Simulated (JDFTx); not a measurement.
**BeS under changes of volume**

One of the cells (14.261 Å³/atom); the others are scaled copies at fixed shape and fractional positions:

```
S Be
1.0
     0.00000    2.42500    2.42500
     2.42500    0.00000    2.42500
     2.42500    2.42500    0.00000
S Be
1 1
Cartesian
  3.6375 3.6375 3.6375
  0.0000 0.0000 0.0000
```

| Quantity | Value |
| --- | --- |
| Program | JDFTx 1.7.0 (patched build) |
| Functional | PBE |
| Potentials or basis | PseudoDojo-SR-PBE-0.5-standard |
| Cutoff | 1197 eV |
| Density cutoff | 4789 eV |
| k mesh | 9 × 9 × 9 |
| Occupations | fermi-dirac, width 0.05 eV |
| Spin | no spin polarisation |

```tsv
volume (Å³/atom)	energy over the lowest point (meV/atom)	pressure (GPa)	gap on the mesh (eV)
13.405	28.04	8.6	3.07
13.690	14.97	6.1	3.12
13.975	6.20	3.8	3.16
14.261	?	?	?
14.546	0.00	-0.2	3.25
14.831	1.91	-1.9	3.29
15.116	6.75	-3.5	3.32
```

Q: What does the run at 14.261 Å³/atom give?

A: Energy over the lowest point 1.32 meV/atom; pressure 1.7 GPa; gap on the mesh 3.21 eV.

Worked out: A Birch-Murnaghan fit of order 3 (a polynomial in V^(-2/3)) to the other rows has its minimum at 14.52 Å³/atom with B0 = V·E''(V) = 93 GPa and B' = 3.8. It gives 1.32 meV/atom at 14.261 Å³/atom, against the run's 1.32, and -dE/dV = 1.7 GPa, against 1.7. A straight line through the other rows of the gap, of slope 2.11 eV per unit of ln V, gives 3.20 eV, against the run's 3.21.

Energies are extrapolated to zero smearing.

Caveats: the empty levels aren't tightly converged; an odd mesh through Γ misses points on the zone boundary, where band edges often lie.
